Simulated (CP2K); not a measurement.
Runs of CP2K 2026.2 on LiCl. Symmetry: Fm-3m, No. 225, cubic system. Conventional cell: a = 5.130 Å, b = 5.130 Å, c = 5.130 Å, α = 90.00°, β = 90.00°, γ = 90.00°. Cl (site symmetry m-3m) is surrounded by 6 Li at 2.56 Å. Li (site symmetry m-3m) is surrounded by 6 Cl at 2.56 Å. 

| task | level | potentials or basis | smearing | EPS_DEFAULT | NGRIDS | points a segment of the path (NPOINTS) | bands added on the path | CUTOFF of the grids | gap on the mesh (eV) | pressure (GPa) | V0 of scaled cells (Å³/atom) | B0 (GPa) |
| --- | --- | --- | --- | --- | --- | --- | --- | --- | --- | --- | --- | --- |
| band structure | PBEsol | POTENTIAL_UZH Cl GTH-PBE-q7, Li GTH-PBE-q3; TZVP-MOLOPT-PBE-GTH basis | fermi-dirac 0.05 eV | 1.0E-9 | 4 | 6 | 4 | 450 Ry | (a) | -0.9 | - | - |
| equation of state | PBEsol | POTENTIAL_UZH Cl GTH-PBE-q7, Li GTH-PBE-q3; TZVP-MOLOPT-PBE-GTH basis | fermi-dirac 0.1 eV | 1.0E-9 | 5 | - | - | 450 Ry | - | - | (c) | 35 |
| equation of state | PBE | POTENTIAL_UZH Cl GTH-PBE-q7, Li GTH-PBE-q3; TZVP-MOLOPT-PBE-GTH basis | fermi-dirac 0.05 eV | 1.0E-10 | 5 | - | - | 450 Ry | - | - | 17.17 | 31 |
| band structure | PBE | POTENTIAL_UZH Cl GTH-PBE-q7, Li GTH-PBE-q3; TZVP-MOLOPT-PBE-GTH basis | fermi-dirac 0.01 eV | 1.0E-10 | 5 | 6 | 6 | 450 Ry | (b) | 0.6 | - | - |
| band structure | r2SCAN | POTENTIAL_UZH Cl GTH-SCAN-q7, Li GTH-SCAN-q3; TZVP-MOLOPT-SCAN-GTH basis | fermi-dirac 0.0259 eV | 1.0E-10 | 5 | 10 | 4 | 675 Ry | 7.20 | -0.3 | - | - |

Alike in all rows: no spin polarisation; cell as given; k mesh 9 × 9 × 9.

Problem. Estimate the missing entries.

Solution. (a) 6.09; (b) 6.30; (c) 16.41.

Caveats: the basis of atomic orbitals isn't converged, which shifts pressures, moduli and gaps; the potentials were made for another functional, which shifts forces and pressure (some runs).

A k mesh can miss the band edges.

Not every run made on this cell is shown here.
